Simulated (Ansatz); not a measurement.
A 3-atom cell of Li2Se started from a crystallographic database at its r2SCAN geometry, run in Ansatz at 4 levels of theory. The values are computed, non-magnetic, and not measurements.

The PBE+SOC input:
```yaml
crystal:
  lattice:
    - [0.0, 2.9934587684, 2.9934587684]
    - [2.9934587684, 0.0, 2.9934587684]
    - [2.9934587684, 2.9934587684, 0.0]
  atoms:
    - { symbol: Li, position: [0.25, 0.25, 0.25] }
    - { symbol: Li, position: [0.75, 0.75, 0.75] }
    - { symbol: Se, position: [0.0, 0.0, 0.0] }
kpoints:
  mp_grid: { grid: [8, 8, 8] }
  band_path:
    path:
      - [0.0, 0.0, 0.0]
      - [0.5, 0.0, 0.5]
      - [0.625, 0.25, 0.625]
      - [0.375, 0.375, 0.75]
      - [0.5, 0.5, 0.5]
      - [0.5, 0.25, 0.75]
      - [0.0, 0.5, 0.5]
    npoints: 1
hamiltonian:
  xc: pbe
scf:
  occupations: { method: fixed }
  n_extra_bands: 8
magnetization:
  noncollinear: true
  spin_orbit: true
output:
  forces: true
  stress: true
  eigenvalues: true
  write_density: true
  write_potential: true
  elf: true
  volumetric_format: npy
```

Main results, then, where recorded, the levels near the gap in eV from the Fermi energy (columns number the bands from 0), one row a point of the path (Γ, X, U, K, L, W, X):
```
Crystal: 3 atoms, lattice volume = 53.648 Å³
Symmetry: 48 space group operations + 48 with time reversal
Magnetic group: BNS 225.117 (UNI 1619)
```
```
Basis set: ecut = 420 eV, 1067 PW (Γ)
k-points: 29 of 512
SCF converged after 7 iterations
Free energy (F): -5882.427020 eV
Fermi energy:    3.605376 eV
--- Stress (GPa, compression-positive) ---
        0.337996       0.000000       0.000000
        0.000000       0.337996       0.000000
        0.000000       0.000000       0.337996
  P = ⅓ Tr σ = 0.3380 GPa (3.380 kbar)
```
```tsv
band_12	band_13	band_14	band_15	band_16	band_17	band_18	band_19	band_20	band_21	band_22	band_23	band_24	band_25	band_26	band_27
-44.786	-44.786	-11.539	-11.539	-0.387	-0.387	0.000	0.000	0.000	0.000	3.292	3.292	5.505	5.505	5.505	5.505
-44.792	-44.792	-11.058	-11.058	-2.446	-2.446	-1.655	-1.655	-1.486	-1.486	2.847	2.847	6.065	6.065	10.145	10.145
-44.795	-44.795	-11.062	-11.062	-2.322	-2.322	-2.143	-2.143	-1.295	-1.295	3.986	3.986	7.148	7.148	8.362	8.362
-44.795	-44.795	-11.062	-11.062	-2.322	-2.322	-2.143	-2.143	-1.295	-1.295	3.986	3.986	7.148	7.148	8.362	8.362
-44.796	-44.796	-11.169	-11.169	-3.064	-3.064	-0.771	-0.771	-0.545	-0.545	5.014	5.014	5.842	5.842	5.850	5.850
-44.797	-44.797	-11.050	-11.050	-2.183	-2.183	-1.961	-1.961	-1.852	-1.852	5.038	5.038	6.287	6.287	7.931	7.931
-44.792	-44.792	-11.058	-11.058	-2.446	-2.446	-1.655	-1.655	-1.486	-1.486	2.847	2.847	6.065	6.065	10.145	10.145
```

The PBE+SOC gap is indirect, 2.85 eV (Γ to X), below the direct gap of 3.29 eV at Γ.

r2SCANh. Against the first input these blocks differ (the band path and keys that only write files left aside):
```yaml
kpoints:
  mp_grid: { grid: [6, 6, 6] }
hamiltonian:
  xc: r2scanh
scf:
  occupations: { method: fixed }
  n_extra_bands: 4
```
(magnetization left out)

```
Basis set: ecut = 500 eV, 1363 PW (Γ)
k-points: 16 of 216
hybrid outer 1: dexx = +1.172e-4 eV, tail = 5.19e-7 eV
hybrid outer 2: dexx = +3.920e-9 eV, tail = 1.72e-9 eV, Δε = 5.29e-4 eV
hybrid SCF converged: 2 outer / 8 inner (+2 warm-up)
Free energy (F): -5892.425171 eV
Fermi energy:    2.840741 eV
--- Stress (GPa, compression-positive) ---
       -0.172284       0.000000       0.000000
        0.000000      -0.172284       0.000000
        0.000000       0.000000      -0.172284
  P = ⅓ Tr σ = -0.1723 GPa (-1.723 kbar)
```
```tsv
band_6	band_7	band_8	band_9	band_10	band_11	band_12	band_13
-47.115	-12.210	0.000	0.000	0.000	4.628	6.936	6.936
-47.119	-11.666	-2.432	-1.503	-1.503	3.997	7.451	12.040
-47.123	-11.671	-2.195	-2.191	-1.219	5.190	8.582	10.036
-47.123	-11.671	-2.195	-2.191	-1.219	5.190	8.582	10.036
-47.124	-11.793	-3.080	-0.547	-0.547	6.454	7.215	7.215
-47.125	-11.658	-2.013	-2.013	-1.816	6.202	7.814	9.460
-47.119	-11.666	-2.432	-1.503	-1.503	3.997	7.451	12.040
```

With r2SCANh the valence top lies at Γ and the conduction bottom at X, 4.00 eV higher; the smallest vertical gap, at Γ, is 4.63 eV. The mean stress, -0.2 GPa, is small, and the program warns that its thresholds are loose for a hybrid's stress.

HSE06. Against the first input these blocks differ (the band path and keys that only write files left aside):
```yaml
kpoints:
  mp_grid: { grid: [6, 6, 6] }
hamiltonian:
  xc: hse06
scf:
  occupations: { method: fixed }
  n_extra_bands: 4
```
(magnetization left out)

```
Basis set: ecut = 420 eV, 1067 PW (Γ)
k-points: 16 of 216
Exchange kernel: α = 0.2500, screened, ω = 0.2079 Å⁻¹, Wigner–Seitz truncation, v(0) = 1046.8076 eV·Å³, q-mesh 6×6×6
hybrid outer 1: dexx = +3.265e-3 eV, tail = 4.61e-5 eV
hybrid outer 2: dexx = +5.710e-7 eV, tail = 1.04e-8 eV, Δε = 2.24e-3 eV
hybrid SCF converged: 2 outer / 9 inner (+2 warm-up)
Free energy (F): -5884.134764 eV
Fermi energy:    2.840855 eV
--- Stress (GPa, compression-positive) ---
       -0.308195       0.000000       0.000000
        0.000000      -0.308195       0.000000
        0.000000       0.000000      -0.308195
  P = ⅓ Tr σ = -0.3082 GPa (-3.082 kbar)
```
```tsv
band_6	band_7	band_8	band_9	band_10	band_11	band_12	band_13
-47.718	-12.472	0.000	0.000	0.000	4.383	6.664	6.664
-47.724	-11.905	-2.532	-1.569	-1.569	3.816	7.197	11.688
-47.727	-11.910	-2.286	-2.279	-1.274	5.007	8.346	9.721
-47.727	-11.910	-2.286	-2.279	-1.274	5.007	8.346	9.721
-47.729	-12.037	-3.201	-0.574	-0.574	6.175	6.985	6.985
-47.729	-11.896	-2.097	-2.097	-1.888	6.070	7.535	9.200
-47.724	-11.905	-2.532	-1.569	-1.569	3.816	7.197	11.688
```

With HSE06 the valence top lies at Γ and the conduction bottom at X, 3.82 eV higher; the smallest vertical gap, at Γ, is 4.38 eV. The mean stress, -0.3 GPa, is small, and the program warns that its thresholds are loose for a hybrid's stress.

Q: Another run on the same cell gave
```
Basis set: ecut = 420 eV, 1067 PW (Γ)
k-points: 8 of 64
hybrid outer 1: dexx = +3.328e-3 eV, tail = 4.55e-5 eV
hybrid outer 2: dexx = +5.270e-7 eV, tail = 1.73e-7 eV, Δε = 1.73e-3 eV
hybrid SCF converged: 2 outer / 8 inner (+4 warm-up)
Free energy (F): -5883.313830 eV
Fermi energy:    2.980777 eV
```
```tsv
band_12	band_13	band_14	band_15	band_16	band_17	band_18	band_19	band_20	band_21	band_22	band_23	band_24	band_25	band_26	band_27
-47.862	-47.862	-12.601	-12.601	-0.416	-0.416	0.000	0.000	0.000	0.000	4.251	4.251	6.527	6.527	6.527	6.527
-47.868	-47.868	-12.033	-12.033	-2.688	-2.688	-1.788	-1.788	-1.605	-1.605	3.681	3.681	7.061	7.061	11.453	11.453
-47.871	-47.871	-12.039	-12.039	-2.522	-2.522	-2.331	-2.331	-1.395	-1.395	4.872	4.872	8.208	8.208	9.580	9.580
-47.871	-47.871	-12.039	-12.039	-2.522	-2.522	-2.331	-2.331	-1.395	-1.395	4.872	4.872	8.208	8.208	9.580	9.580
-47.873	-47.873	-12.165	-12.165	-3.344	-3.344	-0.830	-0.830	-0.587	-0.587	6.041	6.041	6.847	6.847	6.850	6.850
-47.874	-47.874	-12.025	-12.025	-2.373	-2.373	-2.142	-2.142	-1.978	-1.978	5.933	5.933	7.398	7.398	9.049	9.049
-47.868	-47.868	-12.033	-12.033	-2.688	-2.688	-1.788	-1.788	-1.605	-1.605	3.681	3.681	7.061	7.061	11.453	11.453
```
Which level of theory and mesh gave it?

A: It is HSE06+SOC, judged by the exchange loop and the size of the gap (a near hybrid could fit too), on 4×4×4; the blocks that differ from the first input, but for the band path:
```yaml
kpoints:
  mp_grid: { grid: [4, 4, 4] }
hamiltonian:
  xc: hse06
output:
  eigenvalues: true
```
HSE06+SOC gives an indirect gap of 3.68 eV, from Γ to X; the least direct gap is 4.25 eV at Γ.

Small level splittings and stresses of the hybrids carry the error of their coarser meshes.

Totals of different functionals, or with and without spin-orbit coupling, can't be compared.

Only the levels marked +SOC include spin-orbit coupling.

The meshes of the hybrids are coarse, so their gaps aren't converged to the digits shown.
